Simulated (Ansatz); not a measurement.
Zincblende LiCl, relaxed with r2SCAN in Ansatz 0.2.0: it is cubic, F-43m (No. 216); conventional cell a = 5.466 Å, 20.41 Å³ an atom. Li is surrounded by 4 Cl at 2.37 Å; Cl is surrounded by 4 Li at 2.37 Å. It was then strained (isotropic on every length). Unstrained, HSE06 gives 7.385 eV (Γ, 6×6×6 mesh), and the band edges keep their places in every row. Stress is positive in compression. Spin-unpolarised throughout. Whether this structure exists isn't addressed.

```
strain (%)  ln(V/V₀)  ΔE_g, HSE06 (eV)  Δpressure, r2SCAN (GPa)
     +2.83   +0.0837            -0.302                    -1.84
     +3.16   +0.0933            -0.335                    -2.01
     +4.25   +0.1249            -0.441                    -2.52
```

**Fit ΔE_g = a x + b x² to these rows by least squares, with x = ln(V/V₀).** The normal equations take Σx² = 3.131e-02, Σx³ = 3.347e-03, Σx⁴ = 3.682e-04, ΣxΔE = -1.116e-01 and Σx²ΔE = -1.191e-02, and give a = -3.77 eV, b = +1.9 eV; the largest residual is 0.000 eV. a is the volume deformation potential of this gap.

**Fit the change of pressure in the same way.** Δpressure = -25.6 x + (44) x² GPa. So B₀ = 25.6 GPa and B′ ≈ 2 × 44/25.6 = 3.4; two terms over so wide a range bias B₀ by a few per cent and B′ by more; the gap's pressure coefficient at zero is −a/B₀ = +147 meV/GPa, with HSE06's a and r2SCAN's B₀.

**Predict the withheld row at +4.0 % (x = +0.1177).** ΔE_g ≈ -3.77 × (+0.1177) + (1.9) × (+0.1177)² = -0.417 eV, and Δpressure ≈ -2.40 GPa. The runs give -0.417 eV and -2.41 GPa, off by 0.000 eV and -0.01 GPa.

The meshes of the hybrids are coarse, so their gaps aren't converged to the digits shown.
